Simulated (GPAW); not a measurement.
A run of GPAW 26.7.0 is set up as follows.

File run.py:

```python
import numpy as np
from ase.dft.bandgap import bandgap
from ase.io import read, write
from gpaw import GPAW, PW
from gpaw.response.df import DielectricFunction

atoms = read('GaN.xyz')

calc = GPAW(mode=PW(650),
            xc='PBE',
            kpts={'size': (8, 8, 8), 'gamma': True},
            occupations={'name': 'fermi-dirac', 'width': 0.001},
            nbands=11,
            convergence={'density': 1e-06},
            maxiter=150,
            txt='gpaw.txt')
atoms.calc = calc
energy = atoms.get_potential_energy()
calc.write('gs.gpw')
write('result.traj', atoms)
print(f'Energy: {energy:.6f} eV')
print('Fermi level:', round(calc.get_fermi_level(), 4), 'eV')
print(f'Gap: {bandgap(calc)[0]:.4f} eV, direct: {bandgap(calc, direct=True)[0]:.4f} eV')

for size in [(18, 18, 18), (26, 26, 26)]:
    name = 'x'.join(str(n) for n in size)
    dense = calc.fixed_density(kpts={'size': size, 'gamma': True},
                               nbands=26, convergence={'bands': 20},
                               update_fermi_level=True, txt=f'dense-{name}.txt')
    dense.write(f'{name}.gpw', mode='all')
    df = DielectricFunction(f'{name}.gpw', frequencies=np.array([0.0]), hilbert=False, eta=0.001,
                            ecut=80, nbands=20, intraband=False, txt=f'df-{name}.txt')
    for xc in ['RPA', 'LR0.2', 'ALDA']:
        for direction in ['x', 'y', 'z', [0, 1, 1], [1, 0, 1], [1, 1, 0]]:
            e0, e = df.get_macroscopic_dielectric_constant(xc=xc, direction=direction)
            print(f'{name} {xc} {direction}: {e0:.4f} without, {e:.4f} with local fields')
```

The input GaN.xyz:

```xyz
2
Lattice="0.0000000000 2.2535006075 2.2535006075 2.2535006075 0.0000000000 2.2535006075 2.2535006075 2.2535006075 0.0000000000" Properties=species:S:1:pos:R:3 pbc="T T T"
Ga     0.0000000000      0.0000000000      0.0000000000
N      1.1267503038      1.1267503038      1.1267503038
```

Potentials or basis: GPAW PAW data sets (gpaw-data 1.2.1), pw.

Command:

```sh
$ OMP_NUM_THREADS=1 python run.py
```

**Question.** Predict the electronic dielectric tensor (diagonal).

**Answer.** 5.57.

**Question.** Predict the band gap on the k mesh.

**Answer.** 1.83 eV, direct.

Electronic dielectric tensor:
```
5.57 0.00 0.00
0.00 5.57 0.00
0.00 0.00 5.57
```

Caveat: the long-wavelength limit can be off by a per cent or two.

**Experimental background.**

A printed reference work, textbook reports, for a bulk crystal of GaN at 0 K: band gap 3.299 eV (direct).

Measured gap of GaN: 3.299 eV (direct; 0 K; a printed reference work, textbook). This calculation gives 1.83 eV (-1.47 eV). Spin-orbit coupling on Ga is left out. The value is that of PBE on a finite k mesh, which can miss the band edges, without temperature or zero-point motion. Semilocal functionals fall short of measured gaps as a rule. The cell is a database's relaxed one, not the measured one, which moves gaps too.
